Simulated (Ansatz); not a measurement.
## FeO (Wuestite) in Ansatz: the effect of functional

Crystal: FeO (Wuestite).

```xyz
2
Lattice="0.0000 2.1554 2.1554 2.1554 0.0000 2.1554 2.1554 2.1554 0.0000" Properties=species:S:1:pos:R:3 pbc="T T T"
Fe    0.0000    0.0000    0.0000
O     2.1554    2.1554    2.1554
```

Alike in all runs:

```yaml
Program: Ansatz 0.2.0
Task: band structure
Potentials_or_basis: all-electron LAPW, scalar-relativistic
Cutoff: 349 eV (chosen from the basis error)
Basis_error_allowed: 0.001 eV/atom
k_mesh: 11 × 11 × 11
Occupations: fermi-dirac, width 0.05 eV
Spin: collinear spin, ferromagnetic start
Starting_moments: "[3.0, 0.0] μB"
```

One run gave: pressure -8.6 GPa. Which functional did it use?
A. LDA
B. PBEsol
C. PBE

B.

```csv
functional,pressure (GPa)
PBE,-0.3
LDA,-15.6
PBEsol,-8.6
```

Caveats: a cell with one magnetic atom can't hold antiferromagnetic order, which such compounds often take.
